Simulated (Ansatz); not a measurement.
# P: how the settings move a single-point run

How sensitive is a single-point run of P to its settings? A reference run comes first, then two runs with altered input.

Program: Ansatz 0.2.0. Level of theory: reference: DFT, PBE, all-electron LAPW, scalar-relativistic. These are calculated values, not measurements.

### Step 1. Starting point

The structure is tetragonal, space group P4/mmm (No. 123). The conventional cell has a = 4.337 Å, b = 4.337 Å, c = 4.378 Å, α = 90.00°, β = 90.00°, γ = 90.00°. P (site symmetry 4/mmm) has 6 P at 4.34 to 4.38 Å in its first shell of neighbours.

Structure file:

```xyz
1
Lattice="4.3370 0.0000 0.0000 0.0000 4.3370 0.0000 0.0000 0.0000 4.3780" Properties=species:S:1:pos:R:3 pbc="T T T"
P     0.0000    0.0000    0.0000
```

### Step 2. Baseline

Contents of input.yaml:

```yaml
crystal:
  lattice:
    - [4.3369984303, 0.0, 0.0]
    - [0.0, 4.3369984303, 0.0]
    - [0.0, 0.0, 4.378]
  atoms:
    - { symbol: P, position: [0.0, 0.0, 0.0] }
kpoints:
  mp_grid: { grid: [10, 10, 9] }
scf:
  occupations: { method: fermi_dirac, width: 0.08 }
hamiltonian:
  xc: pbe
  pseudopotentials: { kind: all_electron, lapw: { basis_error: 0.00025 } }
output:
  forces: true
  stress: true
  eigenvalues: true
```

On the command line:

```bash
> ansatz run input.yaml --threads 1 --pin off --max-ram 2048MiB --backend cpu --events-out ev --progress --plain --runs-dir out
```

### Step 3. Variant: dr2_threshold 1.0e-11

Edit input.yaml of step 2 so:

```diff
@@ -11,2 +11,3 @@
   occupations: { method: fermi_dirac, width: 0.08 }
+  convergence: { dr2_threshold: 1.0e-11 }
 hamiltonian:
```

### Step 4. Changed: scf.algorithm direct_min, dispersion d3bj

Edit input.yaml of step 2 so:

```diff
@@ -11,2 +11,3 @@
   occupations: { method: fermi_dirac, width: 0.08 }
+  algorithm: direct_min
 hamiltonian:
@@ -14,2 +15,3 @@
   pseudopotentials: { kind: all_electron, lapw: { basis_error: 0.00025 } }
+  dispersion: d3bj
 output:
```

**Question.** What will these runs give? Wanted: for each run, ending; energy change; pressure; gap; force.

As calculated:

| run | ending | energy change | pressure (GPa) | gap (eV) | force (eV/Å) | cycles | time |
| --- | --- | --- | --- | --- | --- | --- | --- |
| reference | converged | 0 | -3.3 | 0.00 | 0.00 | 6 | 5.6 s |
| 1: dr2_threshold 1.0e-11 | converged | 0.0 meV/atom | -3.3 | 0.00 | 0.00 | 8 | 6.2 s |
| 2: scf.algorithm direct_min, dispersion d3bj | converged | -76.1 meV/atom (offset of the dispersion model) | -3.5 | 0.00 | 0.00 | 5 | 8.8 s |

Residual by cycle in the longest SCF loop of each run; runs are numbered as in the table. The quantity is the density residual dr2, in eV.

```csv
cycle,reference,run 1,run 2
1,0.00332,0.00332,0.00332
2,0.00259,0.00259,4.1e-5
3,1.5e-4,1.5e-4,2.2e-5
4,1.8e-6,1.8e-6,1.5e-7
5,2.7e-7,2.7e-7,1.6e-10
6,4.1e-9,4.1e-9,-
7,-,7.4e-10,-
8,-,2.5e-12,-
```

«dr2_threshold 1.0e-11» leaves the energy as it was. The pressure spans -3.5 to -3.3 GPa over the reference and the converged variants. Semilocal functionals close small gaps, so the missing gap need not be the real solid's.
